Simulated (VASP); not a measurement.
HfB2:

```
CELL_PARAMETERS angstrom
3.14000 0.00000 0.00000
-1.57000 2.71932 0.00000
0.00000 0.00000 3.48000
ATOMIC_POSITIONS crystal
Hf 0.00000 0.00000 0.00000
B 0.66667 0.33333 0.50000
B 0.33333 0.66667 0.50000
```

- Program: VASP 6.6.1
- Task: relaxation of cell and atoms
- Functional: LDA
- Potentials or basis: VASP PAW LDA potentials, release 64 (Hf_pv, B)
- Cutoff: 600 eV
- k mesh: 8 × 8 × 8
- Occupations: fermi-dirac, width 0.05 eV
- Spin: no spin polarisation

At the start: pressure -9.8 GPa; volume 9.90 Å³/atom.

**Question.** Where does the relaxation end?

**Answer.** Over 8 steps the energy falls by 11.8 meV/atom and the volume is 9.53 Å³/atom (-3.7 %); space group P6/mmm (No. 191, to 0.05 Å).

The path:
| step | energy change (eV) | largest force (eV/Å) | pressure (GPa) | volume (Å³) |
| --- | --- | --- | --- | --- |
| 1 | 0.0000 | 0.0000 | -9.76 | 29.71 |
| 2 | 0.0306 | 0.0000 | 15.55 | 27.19 |
| 3 | -0.0349 | 0.0000 | -0.09 | 28.62 |
| 4 | -0.0349 | 0.0000 | 0.12 | 28.60 |
| 5 | -0.0354 | 0.0000 | 0.09 | 28.59 |
| 6 | -0.0354 | 0.0000 | 0.09 | 28.59 |
| 7 | -0.0354 | 0.0000 | -0.10 | 28.61 |
| 8 | -0.0354 | 0.0000 | 0.00 | 28.60 |

Final structure:
```
Hf B
1.0
     3.10623    0.00000    0.00000
    -1.55311    2.69007    0.00000
     0.00000    0.00000    3.42291
Hf B
1 2
Direct
  0.00000 0.00000 0.00000
  0.66667 0.33333 0.50000
  0.33333 0.66667 0.50000
```
